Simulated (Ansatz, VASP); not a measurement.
## Two plane-wave programs on Os

Contents of INCAR:

```
SYSTEM = Os
PREC     = Accurate       ! precision mode
ENCUT    = 520            ! plane-wave cutoff, eV
EDIFF    = 1E-6           ! SCF threshold, eV
ISMEAR   = -1             ! smearing method
SIGMA    = 0.1            ! smearing width, eV
LREAL    = .False.        ! projectors in reciprocal space
LASPH    = .True.         ! aspherical terms in the spheres
NELM     = 60             ! most SCF steps
ALGO     = Normal         ! electronic algorithm
ISIF     = 2              ! what is computed and relaxed
LWAVE    = .False.        ! write WAVECAR
LCHARG   = .True.         ! write CHGCAR
GGA      = RE             ! functional
LELF     = .True.         ! ELF
LVHAR    = .True.       
NBANDS   = 10             ! bands
```

KPOINTS

```
regular mesh
0
Gamma
  16 16 16
  0 0 0
```

The input POSCAR:

```
Os
1.0
    0.0000000000      1.9334946288      1.9334946288
    1.9334946288      0.0000000000      1.9334946288
    1.9334946288      1.9334946288      0.0000000000
Os
1
Direct
    0.0000000000      0.0000000000      0.0000000000
```

Input for Ansatz:

```yaml
crystal:
  lattice:
    - [0.0, 1.9334946288, 1.9334946288]
    - [1.9334946288, 0.0, 1.9334946288]
    - [1.9334946288, 1.9334946288, 0.0]
  atoms:
    - { symbol: Os, position: [0.0, 0.0, 0.0] }
hamiltonian:
  xc: revpbe
  pseudopotentials:
    kind: paw
    azcp:
      Os: "pseudopotentials/Os.paw.azcp"
basis:
  ecutwfc: 420
  fft_grid_basis: typed
kpoints:
  mp_grid: { grid: [16, 16, 16], shift: [0, 0, 0] }
magnetization:
  spin_polarized: false
scf:
  occupations: { method: fermi_dirac, width: 0.1 }
  lower_state_search: "off"
output:
  stress: true
```

Alike in both runs: task single point; functional revPBE; k mesh 16 × 16 × 16; occupations fermi-dirac, width 0.1 eV; no spin polarisation.

```csv
,VASP,Ansatz
version,VASP 6.6.1,Ansatz 0.2.0
potentials or method,"VASP PAW PBE potentials, release 64 (Os)","plane waves (420 eV) with PAW, scalar-relativistic"
plane-wave cutoff (eV),520,420
valence electrons in the cell,8,16
```

VASP gave:

| Item | Value |
| --- | --- |
| pressure (GPa) | -0.5 |

Estimate Ansatz's values.

pressure (GPa): -0.2.

The two sets of potentials don't hold the same shells in valence.

Caveats: the PAW data sets were made with another functional, which shifts forces and pressure a little (VASP). Spin-orbit coupling is left out, which matters for the levels of Os.
